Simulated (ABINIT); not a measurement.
The system is Al2Cu.

```xyz
3
Lattice="-2.0303 2.0303 2.8511 2.0303 -2.0303 2.8511 2.0303 2.0303 -2.8511" Properties=species:S:1:pos:R:3 pbc="T T T"
Cu    0.0000    0.0000    2.8511
Al    2.0303    0.0000    1.4255
Al    0.0000    2.0303    1.4255
```

The cell comes from a database or a generator and needn't be the stable form of this composition.

| Property | Result |
| --- | --- |
| Program | ABINIT 10.8.3 (patched build) |
| Task | relaxation of cell and atoms |
| Functional | LDA |
| Potentials or basis | JTH PAW LDA v2.0 |
| Cutoff | 707 eV |
| k mesh | 9 × 9 × 9 |
| Occupations | fermi-dirac, width 0.05 eV |
| Spin | no spin polarisation |

At the start: pressure -3.3 GPa; volume 15.67 Å³/atom.

Where does the relaxation end?

Over 7 steps the energy falls by 5.3 meV/atom and the volume is 15.18 Å³/atom (-3.1 %); space group Fm-3m (No. 225, to 0.05 Å).

The path:
| step | energy change (eV) | largest force (eV/Å) | pressure (GPa) | volume (Å³) |
| --- | --- | --- | --- | --- |
| 1 | 0.0000 | 0.0000 | -3.32 | 47.01 |
| 2 | -0.0084 | 0.0000 | -2.32 | 46.54 |
| 3 | -0.0158 | 0.0000 | 0.13 | 45.48 |
| 4 | -0.0159 | 0.0000 | 0.00 | 45.53 |
| 5 | -0.0159 | 0.0000 | -0.03 | 45.54 |
| 6 | -0.0159 | 0.0000 | -0.06 | 45.55 |
| 7 | -0.0159 | 0.0000 | -0.01 | 45.53 |

Final structure:
```
CELL_PARAMETERS angstrom
-2.00422 2.00422 2.83380
2.00422 -2.00422 2.83380
2.00422 2.00422 -2.83380
ATOMIC_POSITIONS crystal
Cu 0.50000 0.50000 0.00000
Al 0.25000 0.75000 0.50000
Al 0.75000 0.25000 0.50000
```
